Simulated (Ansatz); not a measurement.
# Pd in Ansatz: the effect of functional

Pd:

```
Pd
1.0
    -1.55103    1.55103    1.55103
     1.55103   -1.55103    1.55103
     1.55103    1.55103   -1.55103
Pd
1
Direct
  0.00000 0.00000 0.00000
```

This isn't the form of Pd at room conditions, which is fcc.

The cell isn't the ideal one: volume scaled by 0.96.

Alike in all runs:

| Quantity | Value |
| --- | --- |
| Program | Ansatz 0.2.0 |
| Task | single point |
| Potentials or basis | Ansatz PAW |
| k mesh | 12 × 12 × 12 |
| Occupations | fermi-dirac, width 0.05 eV |
| Spin | no spin polarisation |

| functional | cutoff | pressure (GPa) |
| --- | --- | --- |
| LDA | 420 eV (not typed: the program's choice for these potentials) | -9.1 |
| PBEsol | 420 eV (not typed: the program's choice for these potentials) | -3.4 |
| r2SCAN | 500 eV (not typed: the program's choice for these potentials) | ? |

**Question.** What does the run with functional r2SCAN give?

**Answer.** Pressure 1.2 GPa.

Caveats: the PAW data sets come from PBE, with cores solved anew for the run's functional, which leaves a small shift of forces and pressure.
